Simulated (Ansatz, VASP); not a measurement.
**Si: VASP beside Ansatz**

```
CELL_PARAMETERS angstrom
4.60582 0.00000 0.00000
-2.30291 3.98876 0.00000
0.00000 0.00000 2.63703
ATOMIC_POSITIONS crystal
Si 0.00000 0.00000 0.00000
Si 0.33333 0.66667 0.50000
Si 0.66667 0.33333 0.50000
```

Alike in both runs: task single point; functional revPBE; k mesh 9 × 9 × 14; occupations fermi-dirac, width 0.1 eV; no spin polarisation.

|  | VASP | Ansatz |
| --- | --- | --- |
| version | VASP 6.6.1 | Ansatz 0.2.0 |
| potentials or method | VASP PAW PBE potentials, release 64 (Si) | plane waves (420 eV) with PAW, scalar-relativistic |
| plane-wave cutoff (eV) | 520 | 420 |
| valence electrons in the cell | 12 | 12 |

```tsv
	VASP	Ansatz	Ansatz less VASP
pressure (GPa)	-6.3	-6.1	+0.22
largest component of the traceless stress (GPa)	1.32	1.33	+0.012
```

Caveats: the PAW data sets were made with another functional, which shifts forces and pressure a little (VASP).
